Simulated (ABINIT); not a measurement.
C:

```
CELL_PARAMETERS angstrom
0.00000 1.78337 1.78337
1.78337 0.00000 1.78337
1.78337 1.78337 0.00000
ATOMIC_POSITIONS crystal
C 0.75000 0.75000 0.75000
C 0.50000 0.50000 0.50000
```

This isn't the form of C at room conditions, which is graphite.

Base run:

| Item | Value |
| --- | --- |
| Program | ABINIT 10.8.3 (patched build) |
| Functional | PBEsol |
| Potentials or basis | JTH PAW PBE v2.0 |
| Cutoff | 626 eV |
| k mesh | 13 × 13 × 13 |
| Occupations | fermi-dirac, width 0.05 eV |
| Spin | no spin polarisation |

Its results: band gap on the k mesh 4.01 eV, indirect (least direct gap 5.54 eV); pressure -5.4 GPa.

**Question.** The run is repeated on the same cell with these changes: functional from PBEsol to RPBE. What comes out?

**Answer.** Band gap on the k mesh 4.14 eV, indirect (least direct gap 5.60 eV); pressure 7.4 GPa.

RPBE binds less tightly than PBEsol, so the same cell stands under more pressure.

Caveats: the PAW data sets were made with another functional, which shifts forces and pressure a little; an odd mesh through Γ misses points on the zone boundary, where band edges often lie.

Not every run made on this cell is shown here.
